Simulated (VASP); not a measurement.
A run of VASP 6.6.1:

INCAR

```
SYSTEM = Ge
PREC = Accurate
ENCUT = 520
EDIFF = 1E-7
ISMEAR = 0
SIGMA = 0.02
LREAL = .FALSE.
LASPH = .TRUE.
NELM = 60
ALGO = Normal
ISIF = 2
LWAVE = .FALSE.
LCHARG = .FALSE.
GGA = PE
NBANDS = 21
```

KPOINTS

```
regular mesh
0
G
  4 4 4
  0 0 0
```

File POSCAR:

```
Ge                                      
1.0
    0.0000000000      2.9303444228      2.9303444228
    2.9303444228     -0.0000000000      2.9303444228
    2.9303444228      2.9303444228     -0.0000000000
  Ge            
     2
Direct
     0.0000000000000000    0.0000000000000000    0.0000000000000000
     0.2500000000000000    0.2500000000000000    0.2500000000000000
```

Potentials or basis: VASP PAW PBE potentials, release 64 (Ge_d).

Run with:

```bash
$ cat potpaw_PBE.64/Ge_d/POTCAR > POTCAR
$ mpirun -np 1 vasp_std > vasp.out
```

Hardware: 1 thread of AMD EPYC 7R13 Processor (Zen 3), with other jobs on the host.

Task: Estimate the wall time of this run.

Result: Run time: 11 s on 1 thread of AMD EPYC 7R13 Processor (Zen 3) (shared host), peak memory 0.14 GiB. Counts: scf iterations 12, k points 8.
